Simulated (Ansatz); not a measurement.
# SiC (Moissanite 6H) (P6_3mc) in Ansatz: a series of runs

One crystal, SiC (Moissanite 6H), is run at these levels: r2SCAN+rVV10; tasks: single point, equation of state.

Everything below comes from runs of Ansatz 0.2.0. Logs are shortened: lines on timing, memory, paths and dates and some standing lists are left out, and cuts for length are marked.

## Step 1: The crystal as given

It takes space group P6_3mc (No. 186, hexagonal). The conventional cell has a = 3.095 Å, b = 3.095 Å, c = 15.170 Å, α = 90.00°, β = 90.00°, γ = 120.00°. Si (site symmetry 3m) has 4 C at 1.90 Å as nearest neighbours. Si (site symmetry 3m) is surrounded by 4 C at 1.90 Å. Around Si (site symmetry 3m) lie 4 C at 1.90 Å. C (site symmetry 3m) is surrounded by 4 Si at 1.90 Å. Around C (site symmetry 3m) lie 4 Si at 1.90 Å. Around C (site symmetry 3m) lie 4 Si at 1.90 Å.

## Step 2: Single point, r2SCAN+rVV10, 9.86 Å³/atom (volume scaled by 0.94)

input.yaml

```yaml
crystal:
  lattice:
    - [3.0318190065, 0.0, 0.0]
    - [-1.5159095032, 2.6256322793, 0.0]
    - [0.0, 0.0, 14.8603212692]
  atoms:
    - { symbol: Si, position: [0.6666666667, 0.3333333333, 0.4583] }
    - { symbol: Si, position: [0.3333333333, 0.6666666667, 0.9583] }
    - { symbol: Si, position: [0.6666666667, 0.3333333333, 0.7917] }
    - { symbol: Si, position: [0.3333333333, 0.6666666667, 0.2917] }
    - { symbol: Si, position: [0.0, 0.0, 0.625] }
    - { symbol: Si, position: [0.0, 0.0, 0.125] }
    - { symbol: C, position: [0.6666666667, 0.3333333333, 0.3333] }
    - { symbol: C, position: [0.3333333333, 0.6666666667, 0.8333] }
    - { symbol: C, position: [0.6666666667, 0.3333333333, 0.6667] }
    - { symbol: C, position: [0.3333333333, 0.6666666667, 0.1667] }
    - { symbol: C, position: [0.0, 0.0, 0.5] }
    - { symbol: C, position: [0.0, 0.0, 0.0] }
hamiltonian:
  xc: r2scan
  pseudopotentials: { kind: paw }
  dispersion: rvv10
kpoints:
  mp_grid: { grid: [10, 10, 2] }
scf:
  occupations: { method: fermi_dirac, width: 0.05 }
output:
  forces: true
  stress: true
  eigenvalues: true
  write_density: true
  write_potential: true
  elf: true
  volumetric_format: npy
```

Potentials or basis: Ansatz PAW.

Command:

```sh
> ansatz run input.yaml --threads 2 --pin off --max-ram 5120MiB --backend cpu --events-out ev --progress --plain --runs-dir out
```

The log of the run:

```text
Warning: RAYON_NUM_THREADS=2 ignored (pool sized by the plan → 2); use --threads N
Engine: ansatz 0.2.0, aarch64-unknown-linux-gnu
Pseudopotentials: kind: paw
Pseudopotential: Si, paw, valence charge 4, recommended cutoff 500 eV (meta_gga), Si.paw.azcp
Pseudopotential: C, paw, valence charge 4, recommended cutoff 500 eV (meta_gga), C.paw.azcp
Functional definition: r2SCAN+rVV10
  parameter k0 = 0.174
  parameter k1 = 0.065
  parameter a1 = 4.9479
  exchange = r2scan_x(k0 = k0, k1 = k1, a1 = a1)
  correlation = r2scan_c + rvv10(11.95, 0.0093)
Crystal: 12 atoms, lattice volume = 118.295 Å³
Basis set: ecut = 500 eV, 3043 PW (Γ), exchange–correlation on 100×100×500 points (64 copies of the dense FFT grid, shifted against one another)
Bands: 36, of which v1, the nominal top of the filled ones, is band 24 counted from 1 (23 counted from 0)
Symmetry: 12 space group operations
Space group: P63mc (ITA 186), of the structure as read, at distance tolerance 4.9e-5 Å
k-points: 28 of 200
Non-local potential: Si, projectors of the file, l = 0: 2, l = 1: 2, l = 2: 2
Non-local potential: C, projectors of the file, l = 0: 2, l = 1: 2, l = 2: 1
PAW form: soft (Blöchl's): semilocal exchange-correlation on the pseudo side does not see the compensation charge
rVV10 density: all electrons in the spheres
PAW frozen core: Si, regenerated for the run's functional (the file was generated under x = pbe(κ = 0.804, μ = 0.2195149727645171), c = pbe(β = 0.06672455060314922))
PAW frozen core: C, regenerated for the run's functional (the file was generated under x = pbe(κ = 0.804, μ = 0.2195149727645171), c = pbe(β = 0.06672455060314922))
PAW one-centre angular grid: Si, 302 points (default); XC on 160 Gauss nodes
PAW one-centre angular grid: C, 302 points (default); XC on 239 of its mesh's 2573 points in the sphere
Initial density: superposition of atomic densities (neutral atoms: chi_scale 0, normalization atom), corrected by the library's trained network
Initial wavefunctions: pseudopotential atomic-orbital guess
Functional: x = r2scan, c = r2scan + rvv10(b = 11.95, C = 0.0093); τ floored in thin density (d = 2e-4 eV/Å³)
SCF iter   1: F=—  HF=-5344.002345 eV  |F-HF|=—  |Δ(HF+E_count)|=         —  Δρ=5.83e-3  dr2=2.63e-2  dr2_τ=1.32e0  ethr=1.77e-3  ⟨swp⟩=6.8  Hψ=5376  notcnv=0  defer=23
preconditioner: auto → none  [insulator: Δε(μ)=2.284 eV  Ē_g=13.141 eV  σ=0.050 eV  W_gap=1.00  n_scr=10 (ndim 8)  ℏωp=23.7 eV  f_vac=0.000  D(μ)=0.00/eV (n_scr^D=0)  ε∞_Penn≈4.2]
SCF iter   2: F=—  HF=-5344.295662 eV  |F-HF|=—  |Δ(HF+E_count)|=   2.93e-1  Δρ=4.14e-3  dr2=1.16e-2  dr2_τ=2.26e-4  ethr=5.48e-5  ⟨swp⟩=2.1  Hψ=2058  notcnv=0  defer=189
SCF iter   3: F=—  HF=-5344.298844 eV  |F-HF|=—  |Δ(HF+E_count)|=   3.18e-3  Δρ=2.07e-3  dr2=1.60e-2  dr2_τ=3.49e-4  ethr=2.42e-5  ⟨swp⟩=2.0  Hψ=1637  notcnv=0  defer=189
SCF iter   4: F=—  HF=-5344.295365 eV  |F-HF|=—  |Δ(HF+E_count)|=   3.48e-3  Δρ=6.87e-4  dr2=9.31e-4  dr2_τ=2.01e-5  ethr=2.42e-5  ⟨swp⟩=2.1  Hψ=1392  notcnv=0  defer=189
SCF iter   5: F=—  HF=-5344.295226 eV  |F-HF|=—  |Δ(HF+E_count)|=   1.39e-4  Δρ=2.00e-4  dr2=3.87e-5  dr2_τ=8.51e-6  ethr=1.94e-6  ⟨swp⟩=2.0  Hψ=1414  notcnv=0  defer=189
SCF iter   6: F=—  HF=-5344.295170 eV  |F-HF|=—  |Δ(HF+E_count)|=   5.59e-5  Δρ=5.67e-5  dr2=1.68e-6  dr2_τ=7.24e-8  ethr=8.07e-8  ⟨swp⟩=2.4  Hψ=1599  notcnv=0  defer=189
SCF iter   7: F=—  HF=-5344.295171 eV  |F-HF|=—  |Δ(HF+E_count)|=   6.44e-7  Δρ=1.33e-5  dr2=5.81e-7  dr2_τ=6.49e-9  ethr=3.50e-9  ⟨swp⟩=2.0  Hψ=1328  notcnv=0  defer=189
SCF iter   8: F=-5344.295171 eV  HF=-5344.295171 eV  |F-HF|=2.24e-9  |Δ(HF+E_count)|=   9.35e-8  Δρ=7.09e-6  dr2=3.75e-8  dr2_τ=1.70e-9  ethr=2.08e-10  ⟨swp⟩=13.9  Hψ=7835  notcnv=0
SCF 1 converged in 8 iterations: F = -5344.295171 eV  dr2 = 3.75e-8
SCF converged after 8 iterations
Free energy (F): -5344.295171 eV
Harris-Foulkes:  -5344.295171 eV  (|F-HF|=2.24e-9)
Internal energy: -5344.295171 eV  (E = F + TS)
E sigma→0 (E₀):  -5344.295171 eV
Fermi energy:    11.206697 eV
--- Per-component energies (eV) ---
  E_band       = 175.844814
  E_kinetic    = 831.747820
  E_local      = -605.264354  (includes V_loc(G=0)·N_el)
  E_nonlocal   = 305.914278
  E_hartree    = 192.488787
  E_xc         = -609.928317
  E_vxc        = -718.948971  (∫ρ·V_xc dr)
  E_paw        = -3723.038375  (= ΣΔE_a)
  E_vpaw       = -56.259579  (= ΣTr[D̂ρ^β])
  E_aug_tail   = 0.000037  (compensation charges beyond the density's cutoff)
  E_vtau       = 33.676418  (kinetic-family band-sum trace: ∫τ·v_τ [+ j·A + Jᵃ·Aᵃ] dr)
  E_ewald      = -1735.607807
  E_core_change = -0.607240  (= ΣΔE_core)
  E_smearing   = -0.000000  (= −TS)
  E_closure    = 0.000000  (closes the sum)
  Σ components = -5344.295171   (vs F -5344.295171, Δ=0.00e0)
--- Forces (eV/Å), atoms counted from 1 ---
  atom   1  Si    -0.00000000    -0.00000000     0.06646906
  atom   2  Si     0.00000000     0.00000000     0.06646906
  atom   3  Si     0.00000000     0.00000000     0.03090941
  atom   4  Si    -0.00000000     0.00000000     0.03090941
  atom   5  Si     0.00000000    -0.00000000     0.03689339
  atom   6  Si    -0.00000000    -0.00000000     0.03689339
  atom   7  C      0.00000000     0.00000000    -0.01790541
  atom   8  C     -0.00000000    -0.00000000    -0.01790541
  atom   9  C     -0.00000000    -0.00000000     0.04499868
  atom  10  C      0.00000000     0.00000000     0.04499868
  atom  11  C      0.00000000    -0.00000000    -0.16137685
  atom  12  C      0.00000000     0.00000000    -0.16137685
  max |Σ_I F_I| component: 2.34e-5 eV/Å
--- Stress (GPa, compression-positive) ---
       10.743087       0.000000       0.000000
        0.000000      10.743087       0.000000
       -0.000000       0.000000      11.649397
  P = ⅓ Tr σ = 11.0452 GPa (110.452 kbar)
--- Band table (eV; the first three rows and the last of 28) ---
  k-point 0: bands = ["-6.6142", "-6.0569", "-6.0071", "-4.4061", "-4.3693", "-2.7850", "0.8583", "3.3669", "3.4082", "7.4614", "7.4874", "8.8030", "8.8030", "8.9992", "8.9992", "9.1254", "9.1254", "9.6149", "9.6149", "9.7154", "9.7154", "9.9849", "10.0297", "10.0297", "16.1751", "16.3470", "16.7770", "17.2892", "17.4711", "17.7077", "17.7220", "17.7220", "17.9821", "17.9821", "18.2902", "18.2902"]
  k-point 1: bands = ["-6.4678", "-6.4678", "-5.3240", "-5.3240", "-3.3614", "-3.3614", "1.6704", "1.6704", "5.4125", "5.4125", "8.8660", "8.8660", "8.8660", "8.8660", "9.2231", "9.2231", "9.3494", "9.3494", "9.3494", "9.3494", "9.9284", "9.9284", "9.9284", "9.9284", "16.2430", "16.2430", "17.0090", "17.0090", "17.7911", "17.7911", "17.8203", "17.8203", "17.8203", "17.8203", "18.3977", "18.3977"]
  k-point 2: bands = ["-6.4274", "-5.8730", "-5.8226", "-4.2322", "-4.1949", "-2.6305", "1.0324", "3.4881", "3.5291", "7.3613", "7.4024", "7.8161", "8.1478", "8.2525", "8.4458", "8.7201", "8.8109", "8.9672", "9.0617", "9.3917", "9.4703", "9.5470", "9.8697", "9.9577", "16.3003", "16.6058", "16.7206", "17.2626", "17.4726", "17.5658", "17.8822", "17.9284", "18.1386", "18.1719", "18.2703", "18.3936"]
  k-point 27: bands = ["-2.2197", "-2.2197", "-1.7161", "-1.7161", "-1.3705", "-1.3705", "2.0765", "2.0765", "2.4424", "2.4424", "2.8135", "2.8135", "3.9028", "3.9028", "4.6245", "4.6245", "5.1175", "5.1175", "6.4387", "6.4387", "7.4365", "7.4365", "7.7030", "7.7030", "14.1664", "14.1664", "14.8594", "14.8594", "16.4694", "16.4694", "18.0385", "18.0385", "19.4575", "19.4575", "20.1693", "20.1693"]
```

Run time: 18 s. Hardware: 2 threads of Arm Neoverse V1, shared host; peak memory 0.69 GiB.

Results:

* Free energy: -5344.2952 eV
* Pressure: 11.0 GPa
* Largest force: 0.161 eV/Å
* Band gap on the k mesh: 2.35 eV, indirect (least direct gap 3.51 eV)

Caveat: the PAW data sets come from PBE, with cores solved anew for the run's functional, which leaves a small shift of forces and pressure.

## Step 3: Single point, r2SCAN+rVV10, 10.07 Å³/atom (volume scaled by 0.96)

input.yaml, as its differences from that of step 2:

```diff
@@ -2,5 +2,5 @@
   lattice:
-    - [3.0318190065, 0.0, 0.0]
-    - [-1.5159095032, 2.6256322793, 0.0]
-    - [0.0, 0.0, 14.8603212692]
+    - [3.053170548, 0.0, 0.0]
+    - [-1.526585274, 2.6441232567, 0.0]
+    - [0.0, 0.0, 14.964974867]
   atoms:
@@ -30,5 +30 @@
   eigenvalues: true
-  write_density: true
-  write_potential: true
-  elf: true
-  volumetric_format: npy
```

Potentials or basis: Ansatz PAW.

Command:

```sh
> ansatz run input.yaml --threads 2 --pin off --max-ram 5120MiB --backend cpu --events-out ev --progress --plain --runs-dir out
```

Wall time 14 s (2 threads of Arm Neoverse V1, shared host); peak memory 0.69 GiB.

The run converged. Its results:

| Quantity | Value |
| --- | --- |
| Free energy | -5344.4248 eV |
| Pressure | 5.6 GPa |
| Largest force | 0.157 eV/Å |
| Band gap on the k mesh | 2.35 eV, indirect (least direct gap 3.51 eV) |

Caveat: the PAW data sets come from PBE, with cores solved anew for the run's functional, which leaves a small shift of forces and pressure.

## Step 4: Single point, r2SCAN+rVV10, 10.28 Å³/atom (volume scaled by 0.98)

input.yaml, as its differences from that of step 3:

```diff
@@ -2,5 +2,5 @@
   lattice:
-    - [3.053170548, 0.0, 0.0]
-    - [-1.526585274, 2.6441232567, 0.0]
-    - [0.0, 0.0, 14.964974867]
+    - [3.074227562, 0.0, 0.0]
+    - [-1.537113781, 2.6623591657, 0.0]
+    - [0.0, 0.0, 15.0681848517]
   atoms:
```

Command:

```sh
> ansatz run input.yaml --threads 2 --pin off --max-ram 5120MiB --backend cpu --events-out ev --progress --plain --runs-dir out
```

It took 14 s on 2 threads of Arm Neoverse V1, shared host; peak memory 0.75 GiB.

Results (log left out):

| Item | Value |
| --- | --- |
| Free energy | -5344.4724 eV |
| Pressure | 0.6 GPa |
| Largest force | 0.153 eV/Å |
| Band gap on the k mesh | 2.35 eV, indirect (least direct gap 3.50 eV) |

Caveat: the PAW data sets come from PBE, with cores solved anew for the run's functional, which leaves a small shift of forces and pressure.

## Step 5: Single point, r2SCAN+rVV10, 10.49 Å³/atom

input.yaml, as its differences from that of step 4:

```diff
@@ -2,5 +2,5 @@
   lattice:
-    - [3.074227562, 0.0, 0.0]
-    - [-1.537113781, 2.6623591657, 0.0]
-    - [0.0, 0.0, 15.0681848517]
+    - [3.095, 0.0, 0.0]
+    - [-1.5475, 2.6803486247, 0.0]
+    - [0.0, 0.0, 15.17]
   atoms:
@@ -30 +30,5 @@
   eigenvalues: true
+  write_density: true
+  write_potential: true
+  elf: true
+  volumetric_format: npy
```

Command:

```sh
> ansatz run input.yaml --threads 2 --pin off --max-ram 5120MiB --backend cpu --events-out ev --progress --plain --runs-dir out
```

Run time: 19 s. Hardware: 2 threads of Arm Neoverse V1, shared host; peak memory 0.75 GiB.

Results (log left out):

- Free energy: -5344.4455 eV
- Pressure: -3.9 GPa
- Largest force: 0.150 eV/Å
- Band gap on the k mesh: 2.35 eV, indirect (least direct gap 3.50 eV)

Caveat: the PAW data sets come from PBE, with cores solved anew for the run's functional, which leaves a small shift of forces and pressure.

## Step 6: Single point, r2SCAN+rVV10, 10.70 Å³/atom (volume scaled by 1.02)

input.yaml, as its differences from that of step 5:

```diff
@@ -2,5 +2,5 @@
   lattice:
-    - [3.095, 0.0, 0.0]
-    - [-1.5475, 2.6803486247, 0.0]
-    - [0.0, 0.0, 15.17]
+    - [3.1154972861, 0.0, 0.0]
+    - [-1.557748643, 2.6980997952, 0.0]
+    - [0.0, 0.0, 15.270466504]
   atoms:
@@ -30,5 +30 @@
   eigenvalues: true
-  write_density: true
-  write_potential: true
-  elf: true
-  volumetric_format: npy
```

Potentials or basis: Ansatz PAW.

Command:

```sh
> ansatz run input.yaml --threads 2 --pin off --max-ram 5120MiB --backend cpu --events-out ev --progress --plain --runs-dir out
```

Run time: 15 s. Hardware: 2 threads of Arm Neoverse V1, shared host; peak memory 0.76 GiB.

It converged, with:

```
Free energy            : -5344.3513 eV
Pressure               : -8.0 GPa
Largest force          : 0.147 eV/Å
Band gap on the k mesh : 2.35 eV, indirect (least direct gap 3.49 eV)
```

Caveat: the PAW data sets come from PBE, with cores solved anew for the run's functional, which leaves a small shift of forces and pressure.

## Step 7: Single point, r2SCAN+rVV10, 10.91 Å³/atom (volume scaled by 1.04)

input.yaml, as its differences from that of step 6:

```diff
@@ -2,5 +2,5 @@
   lattice:
-    - [3.1154972861, 0.0, 0.0]
-    - [-1.557748643, 2.6980997952, 0.0]
-    - [0.0, 0.0, 15.270466504]
+    - [3.1357283548, 0.0, 0.0]
+    - [-1.5678641774, 2.7156204146, 0.0]
+    - [0.0, 0.0, 15.369628156]
   atoms:
```

Command:

```sh
> ansatz run input.yaml --threads 2 --pin off --max-ram 5120MiB --backend cpu --events-out ev --progress --plain --runs-dir out
```

Wall time 16 s (2 threads of Arm Neoverse V1, shared host); peak memory 0.77 GiB.

Results (log left out):

```
Free energy            : -5344.1962 eV
Pressure               : -11.7 GPa
Largest force          : 0.143 eV/Å
Band gap on the k mesh : 2.35 eV, indirect (least direct gap 3.49 eV)
```

Caveat: the PAW data sets come from PBE, with cores solved anew for the run's functional, which leaves a small shift of forces and pressure.

## Step 8: Single point, r2SCAN+rVV10, 11.12 Å³/atom (volume scaled by 1.06)

input.yaml, as its differences from that of step 7:

```diff
@@ -2,5 +2,5 @@
   lattice:
-    - [3.1357283548, 0.0, 0.0]
-    - [-1.5678641774, 2.7156204146, 0.0]
-    - [0.0, 0.0, 15.369628156]
+    - [3.1557016854, 0.0, 0.0]
+    - [-1.5778508427, 2.7329178263, 0.0]
+    - [0.0, 0.0, 15.4675265161]
   atoms:
```

Command:

```sh
> ansatz run input.yaml --threads 2 --pin off --max-ram 5120MiB --backend cpu --events-out ev --progress --plain --runs-dir out
```

Wall time 16 s (2 threads of Arm Neoverse V1, shared host); peak memory 0.77 GiB.

The run converged. Its results:

| Item | Value |
| --- | --- |
| Free energy | -5343.9858 eV |
| Pressure | -15.0 GPa |
| Largest force | 0.140 eV/Å |
| Band gap on the k mesh | 2.35 eV, indirect (least direct gap 3.48 eV) |

Caveat: the PAW data sets come from PBE, with cores solved anew for the run's functional, which leaves a small shift of forces and pressure.

## Step 9: Equation of state, r2SCAN+rVV10

Potentials or basis: Ansatz PAW.

No new run: the results of the series are fitted here.

What came out:

```yaml
Equilibrium_volume: 10.30 Å³/atom
Bulk_modulus_at_fixed_shape_and_positions: 230 GPa
Pressure_derivative_of_the_bulk_modulus: 3.9
```

Energy against volume, from the lowest point:
| volume (Å³/atom) | energy (meV/atom) |
| --- | --- |
| 9.858 | 14.77 |
| 10.068 | 3.96 |
| 10.277 | 0.00 |
| 10.487 | 2.24 |
| 10.697 | 10.09 |
| 10.907 | 23.02 |
| 11.116 | 40.55 |

Caveat: the cell was scaled at fixed shape and fractional positions, which overstates the stiffness of a crystal with free parameters, most of all of layers and chains; the PAW data sets were made with another functional, which shifts forces and pressure a little.
